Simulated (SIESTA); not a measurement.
GaSb under changes of volume

One of the cells (28.625 Å³/atom); the others are scaled copies at fixed shape and fractional positions:

```
CELL_PARAMETERS angstrom
0.00000 3.05900 3.05900
3.05900 0.00000 3.05900
3.05900 3.05900 0.00000
ATOMIC_POSITIONS crystal
Sb 0.75000 0.75000 0.75000
Ga 0.00000 0.00000 0.00000
```

```yaml
Program: SIESTA 5.4.2
Functional: PBE
Potentials_or_basis: PseudoDojo 0.4 standard (PBE files)
Basis: DZP (energy shift 0.01 Ry)
Grid_cutoff: 800 Ry
Energy_shift: 0.01 Ry
k_mesh: 8 × 8 × 8
Occupations: fermi-dirac, width 0.05 eV
Spin: no spin polarisation
```

```tsv
volume (Å³/atom)	energy over the lowest point (meV/atom)	pressure (GPa)	gap on the mesh (eV)
26.907	?	?	?
27.480	44.72	5.1	0.35
28.052	28.81	3.9	0.19
28.625	17.21	2.9	none
29.197	8.45	2.0	none
29.770	2.80	1.2	none
30.342	0.00	0.5	none
```

**Question.** What does the run at 26.907 Å³/atom give?

**Answer.** Energy over the lowest point 65.47 meV/atom; pressure 6.6 GPa; gap on the mesh 0.52 eV.

Worked out: A Birch-Murnaghan fit of order 3 (a polynomial in V^(-2/3)) to the other rows has its minimum at 30.77 Å³/atom, just outside them, with B0 = V·E''(V) = 33 GPa and B' = 5.3. It gives 64.66 meV/atom at 26.907 Å³/atom, against the run's 65.47, and -dE/dV = 6.2 GPa, against 6.6.

Energies are extrapolated to zero smearing.

Caveats: semicore shells carry a single zeta, which can move pressures by several GPa and volumes by a few percent; the basis of atomic orbitals isn't converged, which shifts pressures, moduli and gaps; spin-orbit coupling is left out, which moves the levels of the heavy elements (some runs).

A mesh can miss the band edges.

A gap of «none» marks a metal or a gap under the smearing width.
